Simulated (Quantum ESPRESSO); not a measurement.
**As under changes of volume**

One of the cells (19.764 Å³/atom); the others are scaled copies at fixed shape and fractional positions:

```
As
1.0
     2.70368    0.00000    0.00000
     0.00000    2.70368    0.00000
     0.00000    0.00000    2.70368
As
1
Direct
  0.50000 0.50000 0.50000
```

This isn't the form of As at room conditions, which is rhombohedral.

- Program: Quantum ESPRESSO 7.5
- Functional: LDA
- Potentials or basis: GBRV 1.5 LDA
- Cutoff: 612 eV
- Density cutoff: 4898 eV
- k mesh: 10 × 10 × 10
- Occupations: fermi-dirac, width 0.05 eV
- Spin: no spin polarisation

| volume (Å³/atom) | energy over the lowest point (meV/atom) | pressure (GPa) |
| --- | --- | --- |
| 18.578 | 5.39 | 3.2 |
| 18.973 | ? | ? |
| 19.368 | 0.00 | -0.9 |
| 19.764 | 4.36 | -2.7 |
| 20.159 | 12.88 | -4.3 |
| 20.554 | 25.21 | -5.7 |
| 20.949 | 40.93 | -7.0 |

Task: What does the run at 18.973 Å³/atom give?

Result: Energy over the lowest point 0.15 meV/atom; pressure 1.0 GPa.

Worked out: A Birch-Murnaghan fit of order 3 (a polynomial in V^(-2/3)) to the other rows has its minimum at 19.19 Å³/atom with B0 = V·E''(V) = 94 GPa and B' = 3.6. It gives 0.19 meV/atom at 18.973 Å³/atom, against the run's 0.15, and -dE/dV = 1.1 GPa, against 1.0.

Energies are extrapolated to zero smearing.
